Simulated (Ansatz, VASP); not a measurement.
**LiCl: VASP beside Ansatz**

```
Li Cl
1.0
     0.00000    2.56476    2.56476
     2.56476    0.00000    2.56476
     2.56476    2.56476    0.00000
Li Cl
1 1
Direct
  0.00000 0.00000 0.00000
  0.50000 0.50000 0.50000
```

Alike in both runs: task single point; functional PBE; k mesh 8 × 8 × 8; occupations gaussian, width 0.05 eV; no spin polarisation.

|  | VASP | Ansatz |
| --- | --- | --- |
| version | VASP 6.6.1 | Ansatz 0.2.0 |
| potentials or method | VASP PAW PBE potentials, release 64 (Li_sv, Cl) | scalar-relativistic, plane waves, PAW |
| plane-wave cutoff (eV) | 520 | 420 |
| valence electrons in the cell | 10 | 10 |

```csv
,VASP,Ansatz,Ansatz less VASP
gap on the k mesh at the Fermi level (eV),6.34,6.33,-0.013
least direct gap on the mesh (eV),6.34,6.33,-0.013
```

With one functional, cell and mesh, what is left measures potentials, basis and numerics.

 A hybrid or GW would open this gap; PBE tends to underestimate it. A k mesh can miss the band edges.
